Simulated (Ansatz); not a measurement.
# Si2W (I4/mmm) in Ansatz: a series of runs, part 2 of 2

Ansatz 0.2.0.

### 3 Relaxation of cell and atoms, PBEsol+D4

input.yaml

```yaml
crystal:
  lattice:
    - [-1.6069, 1.6069, 3.91495]
    - [1.6069, -1.6069, 3.91495]
    - [1.6069, 1.6069, -3.91495]
  atoms:
    - { symbol: W, position: [0.0, 0.0, 0.0] }
    - { symbol: Si, position: [0.6653, 0.6653, 0.0] }
    - { symbol: Si, position: [0.3347, 0.3347, 0.0] }
hamiltonian:
  xc: pbesol
  pseudopotentials: { kind: paw }
  dispersion: d4
kpoints:
  mp_grid: { grid: [12, 12, 12] }
scf:
  occupations: { method: fermi_dirac, width: 0.05 }
output:
  forces: true
  stress: true
relax:
  f_tol: 0.01
  max_steps: 40
  cell: { stress_tol: 0.05 }
```

Potentials or basis: Ansatz PAW.

Command:

```sh
ansatz run input.yaml --threads 2 --pin off --max-ram 5632MiB --backend cpu --events-out ev --progress --plain --runs-dir out
```

The log of the run:

```text
Warning: RAYON_NUM_THREADS=2 ignored (pool sized by the plan → 2); use --threads N
Engine: ansatz 0.2.0, x86_64-unknown-linux-gnu
Pseudopotentials: kind: paw
Pseudopotential: W, paw, valence charge 14, recommended cutoff 420 eV (normal), W.paw.azcp
Pseudopotential: Si, paw, valence charge 4, recommended cutoff 420 eV (normal), Si.paw.azcp
Functional definition: PBEsol
  exchange = pbesol_x
  correlation = pbesol_c
Crystal: 3 atoms, lattice volume = 40.436 Å³
Basis set: ecut = 420 eV, 793 PW (Γ), exchange–correlation on 64×64×64 points (8 copies of the dense FFT grid, shifted against one another)
Bands: 15, of which v1, the nominal top of the filled ones, is band 11 counted from 1 (10 counted from 0)
Symmetry: 16 space group operations
Space group: I4/mmm (ITA 139), of the structure as read, at distance tolerance 3.4e-5 Å
k-points: 163 of 1728
Non-local potential: W, projectors of the file, l = 0: 3, l = 1: 2, l = 2: 2, l = 3: 1
Non-local potential: Si, projectors of the file, l = 0: 2, l = 1: 2, l = 2: 2
PAW form: soft (Blöchl's): semilocal exchange-correlation on the pseudo side does not see the compensation charge
[... 68 lines left out ...]
  E_hartree    = 367.963156
  E_xc         = -380.493713
  E_vxc        = -340.082025  (∫ρ·V_xc dr)
  E_paw        = -9434.463803  (= ΣΔE_a)
  E_vpaw       = -132.977340  (= ΣTr[D̂ρ^β])
  E_aug_tail   = -0.000071  (compensation charges beyond the density's cutoff)
  E_ewald      = -1718.344739
  E_disp       = -1.020876  (pairwise vdW)
  E_core_change = 0.284913  (= ΣΔE_core)
  E_smearing   = -0.001790  (= −TS)
  E_closure    = 0.000000  (closes the sum)
  Σ components = -11501.911212   (vs F -11501.911212, Δ=0.00e0)
--- Forces (eV/Å), atoms counted from 1 ---
  atom   1  W     -0.00000000     0.00000000     0.00000000
  atom   2  Si     0.00000000     0.00000000     0.00831381
  atom   3  Si    -0.00000000     0.00000000    -0.00831381
  max |Σ_I F_I| component: 4.86e-17 eV/Å
--- Stress (GPa, compression-positive) ---
       -0.016083      -0.000000       0.000000
       -0.000000      -0.016083       0.000000
        0.000000       0.000000      -0.029761
  P = ⅓ Tr σ = -0.0206 GPa (-0.206 kbar)
--- Relaxed structure (4 steps of the walk, 4 accepted, 1 SCFs on fresh bases) ---
  F+E_penalty+E_count = -11501.91121212 eV   max|allowed force component| = 8.314e-3 eV/Å   (the final SCF, on the basis selected at the relaxed cell)
  cell:  # Å, volume = 39.4672 Å³
    - [-1.5922269946333807, 1.5922269946333807, 3.891945635206536]
    - [1.5922269946333807, -1.5922269946333807, 3.891945635206536]
    - [1.5922269946333807, 1.5922269946333807, -3.891945635206536]
  atoms:
    - { symbol: W, position: [9.363574392012745e-37, 3.0298966136821245e-34, 3.039260188074137e-34] }
    - { symbol: Si, position: [0.6657654717123088, 0.6657654717123088, -1.2896899837245196e-34] }
    - { symbol: Si, position: [0.33423452828769123, 0.33423452828769123, -1.3830966002543915e-34] }
```

Wall time 8.4 s (2 threads of Intel Xeon Platinum 8488C (Sapphire Rapids), shared host); peak memory 0.47 GiB.

What came out:

- Free energy: -11501.9112 eV
- Relaxed volume: 13.16 Å³/atom
- Relaxed cell: a = 4.496 Å, b = 4.496 Å, c = 4.496 Å, α = 138.52°, β = 138.52°, γ = 60.10°
- Space group after relaxing (to 0.05 Å): I4/mmm (No. 139)
- Energy gained by relaxing: 5.8 meV/atom
- Ionic steps: 5
- Pressure after relaxing: 0.0 GPa
- Largest force after relaxing: 0.008 eV/Å

Forces in eV/Å, atoms in the order of the input:
```
W    0.000  0.000  0.000
Si   0.000  0.000  0.008
Si   0.000  0.000 -0.008
```

Step by step:
```csv
step,energy change (eV),largest force (eV/Å),volume (Å³)
1,0.0000,0.0223,40.44
2,-0.0140,0.0746,39.07
3,-0.0176,0.0226,39.48
4,-0.0177,0.0083,39.47
5,-0.0174,0.0083,39.47
```

Final structure:
```
CELL_PARAMETERS angstrom
-1.59223 1.59223 3.89195
1.59223 -1.59223 3.89195
1.59223 1.59223 -3.89195
ATOMIC_POSITIONS crystal
W 0.00000 0.00000 0.00000
Si 0.66577 0.66577 0.00000
Si 0.33423 0.33423 0.00000
```

Caveat: the plane-wave basis is chosen anew once the cell has moved, so the energies of steps on either side of that aren't comparable; the PAW data sets come from PBE, with cores solved anew for the run's functional, which leaves a small shift of forces and pressure.

### 4 Relaxation of cell and atoms, RPBE+D3(BJ)

input.yaml: that of step 3 with these lines changed.

```diff
@@ -10,5 +10,5 @@
 hamiltonian:
-  xc: pbesol
+  xc: rpbe
   pseudopotentials: { kind: paw }
-  dispersion: d4
+  dispersion: d3bj
 kpoints:
@@ -20,2 +20,6 @@
   stress: true
+  write_density: true
+  write_potential: true
+  elf: true
+  volumetric_format: npy
 relax:
```

Command:

```sh
ansatz run input.yaml --threads 2 --pin off --max-ram 5632MiB --backend cpu --events-out ev --progress --plain --runs-dir out
```

It took 11 s on 2 threads of Intel Xeon Platinum 8488C (Sapphire Rapids), shared host; peak memory 0.48 GiB.

It converged, with:

```yaml
Free_energy: -11686.2312 eV
Relaxed_volume: 11.77 Å³/atom
Relaxed_cell: a = 4.358 Å, b = 4.358 Å, c = 4.358 Å, α = 138.99°, β = 138.99°, γ = 59.39°
Space_group_after_relaxing_to_0.05_Å: I4/mmm (No. 139)
Energy_gained_by_relaxing: 199.9 meV/atom
Ionic_steps: 6
Pressure_after_relaxing: 0.0 GPa
Band_gap_on_the_k_mesh: none (metal or under the smearing width)
```

Step by step:
```
step  energy change (eV)  largest force (eV/Å)  volume (Å³)
   1              0.0000                0.2068        40.44
   2             -0.5943                0.4006        35.52
   3             -0.6009                0.0202        35.25
   4             -0.6010                0.0037        35.31
   5             -0.6010                0.0002        35.30
   6             -0.5997                0.0001        35.30
```

Final structure:
```
W Si
1.0
    -1.52674    1.52674    3.78602
     1.52674   -1.52674    3.78602
     1.52674    1.52674   -3.78602
W Si
1 2
Direct
  0.00000 0.00000 0.00000
  0.66836 0.66836 0.00000
  0.33164 0.33164 0.00000
```

Levels at points of the mesh, in eV from the Fermi level:
```tsv
k point	band 7	band 8	band 9	band 10	band 11	band 12	band 13	band 14	band 15
(0.00, 0.00, 0.00)	-4.08	-3.88	-3.31	-3.31	0.84	2.18	3.66	3.74	3.74
(0.00, 0.00, -0.50)	-6.79	-5.71	-5.58	-4.04	-1.68	3.03	3.74	3.88	4.01
(0.00, -0.50, 0.00)	-6.44	-5.33	-3.44	-3.10	-0.66	2.97	3.41	4.07	5.31
(-0.50, -0.50, -0.50)	-4.71	-3.20	-0.85	-0.85	-0.68	-0.68	1.07	4.67	5.87
```

Caveat: the plane-wave basis is chosen anew once the cell has moved, so the energies of steps on either side of that aren't comparable; the volume moved by -13 % from the deposited cell, more than functionals usually miss; pairwise dispersion overbinds metals, which lowers pressure and volume; the PAW data sets come from PBE, with cores solved anew for the run's functional, which leaves a small shift of forces and pressure. Spin-orbit coupling is left out, which matters for the levels of W.

### 5 Overview

```csv
level,pressure (GPa),relaxed volume (Å³/atom)
PBEsol+D3(BJ),0.0,12.98
PBEsol+D4,0.0,13.16
RPBE+D3(BJ),0.0,11.77
```

Alike in all rows: task relaxation of cell and atoms; potentials or basis Ansatz PAW; no spin polarisation; cell relaxed; k mesh 12 × 12 × 12; cutoff (eV) 420; smearing fermi-dirac 0.05 eV.

Caveats: the plane-wave basis is chosen anew once the cell has moved, so the energies of steps on either side of that aren't comparable; the PAW data sets come from PBE, with cores solved anew for the run's functional, which leaves a small shift of forces and pressure; the volume moved by -13 % from the deposited cell, more than functionals usually miss (some runs); pairwise dispersion overbinds metals, which lowers pressure and volume (some runs).

Total energies depend on the potentials used, so only differences within one code and one set of settings carry meaning.
